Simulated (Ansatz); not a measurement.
Steps from a short run of molecular dynamics on a 1×1×1 supercell (4 atoms) of CSi (ordering on diamond), relaxed with r2SCAN; forces from r2SCAN in Ansatz, 6×6×6 mesh, Fermi-Dirac smearing of 0.146 eV, constant energy and volume (NVE), started at 1700 K. Computed, non-magnetic; the trajectory is short and the cell small, so nothing here is a converged average. The structure comes from a prototype and may be hypothetical.

Cell vectors in Å:
```
 1.5416  0.8900  5.3212
-1.5416  0.8900  5.3212
 0.0000 -1.7801  5.3212
```

Q: At 6 fs the positions in Å are
```
C   -0.065   0.077   7.190
Si   0.039   0.028  14.783
Si  -0.013  -0.040   1.144
C    0.005  -0.048   8.860
```
What are the forces, and how far does the free energy (smearing included) lie above that of step 0, with the atoms on their sites?

A: 75.0 meV an atom; forces in eV/Å:
```
C    1.238  -1.799   0.023
Si  -0.846  -1.464   0.098
Si  -1.015   1.623   1.380
C    0.623   1.640  -1.501
```

Q: At 9 fs the positions in Å are
```
C   -0.087   0.098   7.199
Si   0.055   0.036  14.787
Si  -0.024  -0.054   1.127
C    0.014  -0.057   8.880
```
What are the forces, and how far does the free energy (smearing included) lie above that of step 0, with the atoms on their sites?

A: 121.5 meV an atom; forces in eV/Å:
```
C    1.561  -2.095  -0.015
Si  -1.130  -1.797   0.036
Si  -1.234   1.868   1.879
C    0.804   2.025  -1.899
```

Q: At 12 fs positions (Å), velocities (Å/fs) and forces (eV/Å) are
```
C  -0.0969  0.1047  7.2083   -0.0016 -0.0004  0.0029    1.5124 -2.0969 -0.1933
Si  0.0674  0.0388 14.7920    0.0036  0.0000  0.0015   -1.1146 -1.7556 -0.1540
Si -0.0378 -0.0615  1.1156   -0.0053 -0.0016 -0.0027   -1.0982  1.8667  2.3073
C   0.0275 -0.0517  8.8865    0.0055  0.0042 -0.0002    0.7004  1.9857 -1.9600
```
Where are the atoms one step (1.5 fs) later, and what forces do they feel?

A:
```
C  -0.0979  0.1022  7.2125    1.3602 -2.0161 -0.3305
Si  0.0725  0.0381 14.7943   -0.9969 -1.5951 -0.2860
Si -0.0462 -0.0632  1.1124   -0.9087  1.8063  2.4818
C   0.0364 -0.0435  8.8843    0.5455  1.8049 -1.8653
```
The temperature goes from 298.4 to 350.5 K.

Q: At 15 fs the positions in Å are
```
C   -0.096   0.096   7.216
Si   0.077   0.036  14.796
Si  -0.055  -0.064   1.111
C    0.046  -0.032   8.879
```
What are the forces, and how far does the free energy (smearing included) lie above that of step 0, with the atoms on their sites?

A: 120.3 meV an atom; forces in eV/Å:
```
C    1.143  -1.894  -0.488
Si  -0.832  -1.350  -0.429
Si  -0.659   1.719   2.612
C    0.348   1.526  -1.695
```

Q: At 18 fs positions (Å), velocities (Å/fs) and forces (eV/Å) are
```
C  -0.0878  0.0739  7.2204    0.0038 -0.0094  0.0006    0.5894 -1.5525 -0.8115
Si  0.0835  0.0294 14.7993    0.0020 -0.0027  0.0007   -0.4650 -0.6605 -0.6961
Si -0.0748 -0.0603  1.1149   -0.0066  0.0019  0.0026   -0.0583  1.4827  2.6804
C   0.0677 -0.0017  8.8590    0.0072  0.0113 -0.0082   -0.0662  0.7303 -1.1727
```
Where are the atoms one step (1.5 fs) later, and what forces do they feel?

A:
```
C  -0.0817  0.0585  7.2205    0.2905 -1.3370 -0.9463
Si  0.0862  0.0251 14.8000   -0.3079 -0.2505 -0.7951
Si -0.0848 -0.0569  1.1198    0.2559  1.3320  2.5921
C   0.0784  0.0159  8.8457   -0.2387  0.2555 -0.8507
```
The temperature goes from 804.8 to 965.2 K.

Q: At 27 fs the positions in Å are
```
C   -0.053  -0.045   7.194
Si   0.098   0.007  14.794
Si  -0.127  -0.028   1.171
C    0.121   0.094   8.768
```
What are the forces, and how far does the free energy (smearing included) lie above that of step 0, with the atoms on their sites?

A: 56.3 meV an atom; forces in eV/Å:
```
C   -0.818   0.423  -0.641
Si  -0.023   1.511  -0.704
Si   1.408  -0.127   0.779
C   -0.567  -1.808   0.567
```
